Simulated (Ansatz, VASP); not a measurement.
## ZnO (zincite): VASP beside Ansatz

```
Zn O
1.0
     3.30608    0.00000    0.00000
    -1.65304    2.86315    0.00000
     0.00000    0.00000    5.29666
Zn O
2 2
Direct
  0.33333 0.66667 0.50000
  0.66667 0.33333 0.00000
  0.66667 0.33333 0.37901
  0.33333 0.66667 0.87901
```

Alike in both runs: task single point; functional PBE; k mesh 12 × 12 × 4; no spin polarisation.

|  | VASP | Ansatz |
| --- | --- | --- |
| version | VASP 6.6.1 | Ansatz 0.2.0 |
| potentials or method | VASP PAW PBE potentials, release 64 (Zn, O) | plane waves, PAW |
| plane-wave cutoff (eV) | 520 | 571 |
| occupations | gaussian, width 0.01 eV | fixed |
| valence electrons in the cell | 36 | 36 |

Ansatz gave:

```
pressure (GPa)                                  : -2.1
largest component of the traceless stress (GPa) : 0.97
```

Problem. Estimate VASP's values.

Solution. Pressure (GPa): -1.2; largest component of the traceless stress (GPa): 1.01.
